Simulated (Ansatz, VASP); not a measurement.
## As in VASP and in Ansatz

INCAR

```
  AGGAC = 1.0
  AGGAX = 1.0
  ALDAC = 0.0
  ALDAX = 1.0
  ALGO = Normal
  EDIFF = 1E-7
  ENCUT = 520
  GGA = B5
  ISIF = 2
  ISMEAR = -1
  LASPH = T
  LCHARG = F
  LREAL = F
  LWAVE = F
  NBANDS = 8
  NELM = 100
  PREC = Accurate
  SIGMA = 0.1
```

KPOINTS

```
k-points
0
Gamma
  14 14 14
```

The input POSCAR:

```
As
1.0
    0.0000000000      2.1446569270      2.1446569270
    2.1446569270      0.0000000000      2.1446569270
    2.1446569270      2.1446569270      0.0000000000
As
1
Direct
    0.0000000000      0.0000000000      0.0000000000
```

Input for Ansatz:

```yaml
crystal:
  lattice:
    - [0.0, 2.144656927, 2.144656927]
    - [2.144656927, 0.0, 2.144656927]
    - [2.144656927, 2.144656927, 0.0]
  atoms:
    - { symbol: As, position: [0.0, 0.0, 0.0] }
hamiltonian:
  xc: blyp
  pseudopotentials:
    kind: paw
    azcp:
      As: "pseudopotentials/As.paw.azcp"
basis:
  ecutwfc: 420
  fft_grid_basis: typed
kpoints:
  mp_grid: { grid: [14, 14, 14], shift: [0, 0, 0] }
magnetization:
  spin_polarized: false
scf:
  occupations: { method: fermi_dirac, width: 0.1 }
  lower_state_search: "off"
output:
  stress: true
  write_density: true
  write_potential: true
  elf: true
  volumetric_format: npy
```

Alike in both runs: task single point; functional BLYP; k mesh 14 × 14 × 14; occupations fermi-dirac, width 0.1 eV; no spin polarisation.

```csv
,VASP,Ansatz
version,VASP 6.6.1,Ansatz 0.2.0
potentials or method,"VASP PAW PBE potentials, release 64 (As)","plane waves (420 eV) with PAW, scalar-relativistic"
plane-wave cutoff (eV),520,420
valence electrons in the cell,5,15
```

VASP gave:

* pressure (GPa): 6.2

**Question.** What did Ansatz give for the same quantities?

**Answer.** Pressure (GPa): 5.9.

The two sets of potentials don't hold the same shells in valence.

Caveats: the PAW data sets were made with another functional, which shifts forces and pressure a little (VASP).
